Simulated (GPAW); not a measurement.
Crystal: MgB2.

```
CELL_PARAMETERS angstrom
3.08500 0.00000 0.00000
-1.54250 2.67169 0.00000
0.00000 0.00000 3.52300
ATOMIC_POSITIONS crystal
Mg 0.00000 0.00000 0.00000
B 0.66667 0.33333 0.50000
B 0.33333 0.66667 0.50000
```

- Program: GPAW 26.7.0
- Task: relaxation of cell and atoms
- Functional: PBEsol
- Dispersion: D4
- Potentials or basis: PAW data sets generated in the run's folder for this functional
- Cutoff: 800 eV
- Basis: pw
- k mesh: 10 × 10 × 8
- Occupations: fermi-dirac, width 0.05 eV
- Spin: no spin polarisation

At the start: pressure -5.3 GPa; volume 9.68 Å³/atom.

Task: Where does the relaxation end?

Result: Over 7 steps the energy falls by 5.9 meV/atom and the volume is 9.32 Å³/atom (-3.7 %); space group P6/mmm (No. 191, to 0.05 Å).

Step by step:
| step | energy change (eV) | largest force (eV/Å) | pressure (GPa) | volume (Å³) |
| --- | --- | --- | --- | --- |
| 1 | 0.0000 | 0.0000 | -5.29 | 29.04 |
| 2 | -0.0039 | 0.0000 | -4.65 | 28.90 |
| 3 | -0.0161 | 0.0000 | 0.21 | 27.98 |
| 4 | -0.0163 | 0.0000 | 0.08 | 28.00 |
| 5 | -0.0175 | 0.0000 | -0.38 | 28.03 |
| 6 | -0.0177 | 0.0000 | -0.20 | 27.99 |
| 7 | -0.0177 | 0.0000 | -0.02 | 27.95 |

Final structure:
```
Mg B
1.0
     3.05811    0.00000    0.00000
    -1.52905    2.64840    0.00000
     0.00000    0.00000    3.45110
Mg B
1 2
Direct
  0.00000 0.00000 0.00000
  0.66667 0.33333 0.50000
  0.33333 0.66667 0.50000
```

Caveat: later steps reuse the first step's grids; pairwise dispersion overbinds metals, which lowers pressure and volume.
